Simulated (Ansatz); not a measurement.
**H started in the second kind of void in perovskite CsPbBr3, 11 atoms, charge −1**

Which settings matter for this cell? A base run comes first, then runs with one to three settings changed.

Method: density functional theory in Ansatz 0.2.0, PAW datasets, plane waves.

1 further run of the same task is left out (it didn't finish).

### 1 Starting point

11 atoms (2 Cs, 2 Pb, 6 Br, 1 H); a = 11.763 Å, b = 5.882 Å, c = 5.882 Å, α = 90.00°, β = 90.00°, γ = 90.00°. All atoms were shaken off their sites by about 0.10 Å along each axis. Defect site 1: (0.375, 0.250, 0.250).

Structure file:

```xyz
11
Lattice="11.7633 0.0000 0.0000 0.0000 5.8817 0.0000 0.0000 0.0000 5.8817" Properties=species:S:1:pos:R:3 pbc="T T T"
Cs   11.4844    5.6972    0.1512
Cs    5.9305    0.1546    5.8589
Pb    3.1120    3.0088    2.9646
Pb    8.7645    3.0305    2.9571
Br    2.8753    2.9658    0.1314
Br    8.9656    2.9229    5.8367
Br    0.0037    2.7874    3.0755
Br    5.8014    2.8438    3.0814
Br    3.1431    0.0632    2.8768
Br    8.8158    5.7540    3.0097
H     4.5020    1.6899    1.5866
```

### 2 PBEsol single point

Contents of in.yaml:

```yaml
crystal:
  lattice:
    - [11.763330, 0.000000, 0.000000]
    - [0.000000, 5.881665, 0.000000]
    - [0.000000, 0.000000, 5.881665]
  atoms:
    - { symbol: Cs, position: [0.976290, 0.968644, 0.025703] }
    - { symbol: Cs, position: [0.504151, 0.026286, 0.996133] }
    - { symbol: Pb, position: [0.264553, 0.511553, 0.504034] }
    - { symbol: Pb, position: [0.745066, 0.515250, 0.502768] }
    - { symbol: Br, position: [0.244432, 0.504246, 0.022348] }
    - { symbol: Br, position: [0.762168, 0.496956, 0.992362] }
    - { symbol: Br, position: [0.000311, 0.473913, 0.522889] }
    - { symbol: Br, position: [0.493174, 0.483511, 0.523904] }
    - { symbol: Br, position: [0.267196, 0.010749, 0.489121] }
    - { symbol: Br, position: [0.749431, 0.978286, 0.511711] }
    - { symbol: H, position: [0.382715, 0.287315, 0.269753] }
kpoints:
  mp_grid: { grid: [2, 2, 2], shift: [0.5, 0.5, 0.5] }
hamiltonian:
  xc: pbesol
total_charge: -1
scf:
  occupations: { method: fermi_dirac, width: 0.01 }
output:
  forces: true
  eigenvalues: true
  populations: true
  charged_corrections: { epsilon: 20 }
```

Command:

```bash
$ ansatz run in.yaml --threads 7 --pin off --max-ram 13300MiB --runs-dir r --events-out ev --progress --plain
```

### 3 Variant: mixing beta 0.2

in.yaml: that of step 2 with these lines changed.

```diff
@@ -24,2 +24,4 @@
   occupations: { method: fermi_dirac, width: 0.01 }
+  max_iter: 50
+  mixing: { beta: 0.2 }
 output:
@@ -27,3 +29,2 @@
   eigenvalues: true
-  populations: true
-  charged_corrections: { epsilon: 20 }
+  stress: true
```

### 4 Changed settings: k points 1×1×2

in.yaml: that of step 3 with these lines changed.

```diff
@@ -18,3 +18,3 @@
 kpoints:
-  mp_grid: { grid: [2, 2, 2], shift: [0.5, 0.5, 0.5] }
+  mp_grid: { grid: [1, 1, 2] }
 hamiltonian:
@@ -25,3 +25,2 @@
   max_iter: 50
-  mixing: { beta: 0.2 }
 output:
```

### 5 Changed settings: xc grid 2, mixer anderson, at most 14 cycles

in.yaml: that of step 4 with these lines changed.

```diff
@@ -18,3 +18,4 @@
 kpoints:
-  mp_grid: { grid: [1, 1, 2] }
+  mp_grid: { grid: [2, 2, 2], shift: [0.5, 0.5, 0.5] }
+basis: { xc_grid: 2 }
 hamiltonian:
@@ -24,3 +25,4 @@
   occupations: { method: fermi_dirac, width: 0.01 }
-  max_iter: 50
+  max_iter: 14
+  mixing: { algorithm: anderson }
 output:
```

### 6 Variant: at most 2 cycles

in.yaml: that of step 5 with these lines changed.

```diff
@@ -19,3 +19,2 @@
   mp_grid: { grid: [2, 2, 2], shift: [0.5, 0.5, 0.5] }
-basis: { xc_grid: 2 }
 hamiltonian:
@@ -25,4 +24,3 @@
   occupations: { method: fermi_dirac, width: 0.01 }
-  max_iter: 14
-  mixing: { algorithm: anderson }
+  max_iter: 2
 output:
```

### 7 Variant: mixing beta 1.5, cutoff 240 eV, k points 2×2×2

in.yaml: that of step 6 with these lines changed.

```diff
@@ -18,3 +18,4 @@
 kpoints:
-  mp_grid: { grid: [2, 2, 2], shift: [0.5, 0.5, 0.5] }
+  mp_grid: { grid: [2, 2, 2] }
+basis: { ecutwfc: 240 }
 hamiltonian:
@@ -24,3 +25,4 @@
   occupations: { method: fermi_dirac, width: 0.01 }
-  max_iter: 2
+  max_iter: 50
+  mixing: { beta: 1.5 }
 output:
```

What does the calculation give? Wanted: for each run, settings; status; energy from base; forces from base.

The runs gave:

| settings | status | cycles | time | energy from base (meV/atom) | forces from base (eV/Å rms) | filled to empty level on the mesh (eV) |
| --- | --- | --- | --- | --- | --- | --- |
| base | converged | 10 | 2.3 s (7 CPU threads) | 0 | 0 | 0.80 |
| mixing beta 0.2 | converged | 12 | 2.2 s (7 CPU threads) | 0.0 | 0.000 | 0.80 |
| k points 1×1×2 | converged | 10 | 1.1 s (7 CPU threads) | -132.0 | 0.180 | 0.54 |
| xc grid 2, mixer anderson, at most 14 cycles | converged | 10 | 2.4 s (7 CPU threads) | 0.0 | 0.000 | 0.80 |
| at most 2 cycles | not converged | - | 1.7 s (7 CPU threads) | - | - | - |
| mixing beta 1.5, cutoff 240 eV, k points 2×2×2 | refused | - | 0.1 s (7 CPU threads) | - | - | - |

**What this shows.** Among these variants the forces move most with k points 1×1×2 (0.180 eV/Å rms). 2 of 5 variants gave no result: at most 2 cycles (not converged); mixing beta 1.5, cutoff 240 eV, k points 2×2×2 (refused).
